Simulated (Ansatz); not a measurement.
An Ansatz input and the part of its output that reports the observables at the nuclei.

The cell is an entry of the Crystallography Open Database (COD), relaxed with PBE at fixed cell and then changed (volume scaled by 0.96, ions relaxed).

```yaml
crystal:
  lattice:
    - [4.240898283, 0.0, 0.0]
    - [-2.1204491415, 3.672725648, 0.0]
    - [0.0, 0.0, 6.9152586564]
  atoms:
    - { symbol: Cd, position: [0.3333333333, 0.6666666667, 0.0004794859] }
    - { symbol: Cd, position: [0.6666666667, 0.3333333333, 0.5004794859] }
    - { symbol: Se, position: [0.3333333333, 0.6666666667, 0.3763105141] }
    - { symbol: Se, position: [0.6666666667, 0.3333333333, 0.8763105141] }
kpoints:
  mp_grid: { grid: [12, 12, 6] }
scf:
  occupations: { method: fermi_dirac, width: 0.02 }
hamiltonian:
  xc: pbe
  pseudopotentials: { kind: paw }
output:
  forces: true
  stress: true
  populations: true
  efg: { contact_densities: true }
relax:
  f_tol: 0.02
  max_steps: 60
```

```sh
ansatz run input.yaml --threads 1 --pin off --max-ram 3072MiB --backend cpu --events-out ev --progress --plain --runs-dir out
```

The run relaxes the ions first, and the block belongs to the relaxed positions.

Of the output, the block on the nuclei alone is shown; the set-up, the SCF iterations, energies, forces and stress are cut. One atom of each set with nearly equal values is shown.

```
--- PAW observables at the nuclei: V_zz in 10²¹ V/m², potentials from the cell's mean, atoms counted from 1 ---
  atom   1  Cd V_zz =    +0.162339   η = 0.0000   by run symmetry: allowed
            electrostatic potential = -7704.855488 V   contact ρ = 1035911.997850 e/Å³
  atom   3  Se V_zz =    +0.158738   η = 0.0000   by run symmetry: allowed
            electrostatic potential = -4710.486264 V   contact ρ = 262875.290161 e/Å³
```

The relaxation (2 steps) took 35 s of wall time (33 s of CPU time) and 0.66 GiB at its peak, on 1 thread of Intel Xeon Platinum 8375C CPU @ 2.90GHz (Ice Lake) (x86_64; 16 cores open to the job, memory cap 3.0 GiB, no GPU), a shared host with a load of 0.3 a core.

Without spin–orbit coupling (the program notes it for Cd) the gradients can shift somewhat, as the gap is small. At this changed cell the PBE pressure is 6 GPa.
